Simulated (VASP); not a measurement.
Here is a VASP 6.6.1 calculation.

File POSCAR:

```
BAs
1.0
    0.0000000000      2.3885000000      2.3885000000
    2.3885000000      0.0000000000      2.3885000000
    2.3885000000      2.3885000000      0.0000000000
As B
1 1
Direct
    0.7500000000      0.7500000000      0.7500000000
    0.0000000000      0.0000000000      0.0000000000
```

Contents of INCAR.step1:

```
PREC = Accurate
ENCUT = 520
EDIFF = 1E-8
ISMEAR = -1
SIGMA = 0.05
LREAL = F
LASPH = T
NELM = 60
ALGO = Normal
ISIF = 2
LWAVE = F
LCHARG = F
GGA = PE
LEPSILON = T
```

KPOINTS.step1

```
Automatic mesh
0
G
  10 10 10
  0 0 0
```

INCAR.step2

```
PREC = Accurate
ENCUT = 520
EDIFF = 1E-5
ISMEAR = -1
SIGMA = 0.05
LREAL = F
LASPH = T
NELM = 60
ALGO = Normal
ISIF = 2
LWAVE = T
LCHARG = F
NBANDS = 11
GGA = PE
```

File KPOINTS.step2:

```
Automatic mesh
0
Gamma
  5 5 5
```

File INCAR.step3:

```
PREC = Accurate
ENCUT = 520
EDIFF = 1E-7
ISMEAR = -1
SIGMA = 0.05
LREAL = F
LASPH = T
NELM = 60
ALGO = Normal
ISIF = 2
LWAVE = F
LCHARG = F
GGA = PE
LHFCALC = T
AEXX = 0.1013
PRECFOCK = Fast
NBANDS = 11
ISTART = 1
```

File KPOINTS.step3:

```
Automatic mesh
0
Gamma
  5 5 5
```

File KPOINTS_OPT:

```
path GXWKGLUWLK,UX
10
line-mode
reciprocal
 0.0000000000  0.0000000000  0.0000000000  G
 0.5000000000  0.0000000000  0.5000000000  X

 0.5000000000  0.0000000000  0.5000000000  X
 0.5000000000  0.2500000000  0.7500000000  W

 0.5000000000  0.2500000000  0.7500000000  W
 0.3750000000  0.3750000000  0.7500000000  K

 0.3750000000  0.3750000000  0.7500000000  K
 0.0000000000  0.0000000000  0.0000000000  G

 0.0000000000  0.0000000000  0.0000000000  G
 0.5000000000  0.5000000000  0.5000000000  L

 0.5000000000  0.5000000000  0.5000000000  L
 0.6250000000  0.2500000000  0.6250000000  U

 0.6250000000  0.2500000000  0.6250000000  U
 0.5000000000  0.2500000000  0.7500000000  W

 0.5000000000  0.2500000000  0.7500000000  W
 0.5000000000  0.5000000000  0.5000000000  L

 0.5000000000  0.5000000000  0.5000000000  L
 0.3750000000  0.3750000000  0.7500000000  K

 0.6250000000  0.2500000000  0.6250000000  U
 0.5000000000  0.0000000000  0.5000000000  X
```

Potentials or basis: VASP PAW PBE potentials, release 64 (As, B).

Command:

```console
$ cat potpaw_PBE.64/As/POTCAR potpaw_PBE.64/B/POTCAR > POTCAR
$ cp INCAR.step1 INCAR
$ cp KPOINTS.step1 KPOINTS
$ mpirun -np 1 vasp_std > vasp.out
$ cp INCAR.step2 INCAR
$ cp KPOINTS.step2 KPOINTS
$ mpirun -np 1 vasp_std > vasp.out
$ cp INCAR.step3 INCAR
$ cp KPOINTS.step3 KPOINTS
$ mpirun -np 1 vasp_std > vasp.out
```

(1) What does it give for the pressure?

(2) Estimate the band gap on the k mesh.

Results:

(1) 1.9 GPa.

(2) 1.73 eV, indirect (least direct gap 3.90 eV).

Caveat: the k mesh is coarse (spacing up to 0.46 Å⁻¹), so the values aren't converged, least of all with exact exchange; an unscreened hybrid on a path of extra k points without a Coulomb cutoff has errors near the mesh points, so the bands along the path aren't reliable; the PAW data sets were made with another functional, which shifts forces and pressure a little; an odd mesh through Γ misses points on the zone boundary, where band edges often lie.
